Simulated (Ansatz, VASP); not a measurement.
## One calculation of Pd, two programs

INCAR

```
PREC = Accurate
ENCUT = 520
EDIFF = 1E-6
ISMEAR = -1
SIGMA = 0.1
LREAL = False
LASPH = True
NELM = 60
ALGO = Normal
ISIF = 2
LWAVE = False
LCHARG = False
GGA = B5
ALDAX = 1.0
AGGAX = 1.0
AGGAC = 1.0
ALDAC = 0.0
NBANDS = 11
```

KPOINTS

```
Automatic mesh
0
Gamma
  15 15 15
```

Contents of POSCAR:

```
Pd
1.0
   -1.5821355807      1.5821355807      1.5821355807
    1.5821355807     -1.5821355807      1.5821355807
    1.5821355807      1.5821355807     -1.5821355807
Pd
1
Direct
    0.0000000000      0.0000000000      0.0000000000
```

Input for Ansatz:

```yaml
crystal:
  lattice:
    - [-1.5821355807, 1.5821355807, 1.5821355807]
    - [1.5821355807, -1.5821355807, 1.5821355807]
    - [1.5821355807, 1.5821355807, -1.5821355807]
  atoms:
    - { symbol: Pd, position: [0.0, 0.0, 0.0] }
hamiltonian:
  xc: blyp
  pseudopotentials:
    kind: paw
    azcp:
      Pd: "pseudopotentials/Pd.paw.azcp"
basis:
  ecutwfc: 420
  fft_grid_basis: typed
kpoints:
  mp_grid: { grid: [15, 15, 15], shift: [0, 0, 0] }
magnetization:
  spin_polarized: false
scf:
  occupations: { method: fermi_dirac, width: 0.1 }
  lower_state_search: "off"
output:
  stress: true
```

Alike in both runs: task single point; functional BLYP; k mesh 15 × 15 × 15; occupations fermi-dirac, width 0.1 eV; no spin polarisation.

|  | VASP | Ansatz |
| --- | --- | --- |
| version | VASP 6.6.1 | Ansatz 0.2.0 |
| potentials or method | VASP PAW PBE potentials, release 64 (Pd) | plane waves (420 eV) with PAW, scalar-relativistic |
| plane-wave cutoff (eV) | 520 | 420 |
| valence electrons in the cell | 10 | 18 |

Ansatz gave:

* pressure (GPa): 5.8

Question: Which values does VASP return?

Answer: Pressure (GPa): 6.2.

The two sets of potentials don't hold the same shells in valence.

Caveats: the PAW data sets were made with another functional, which shifts forces and pressure a little (VASP).
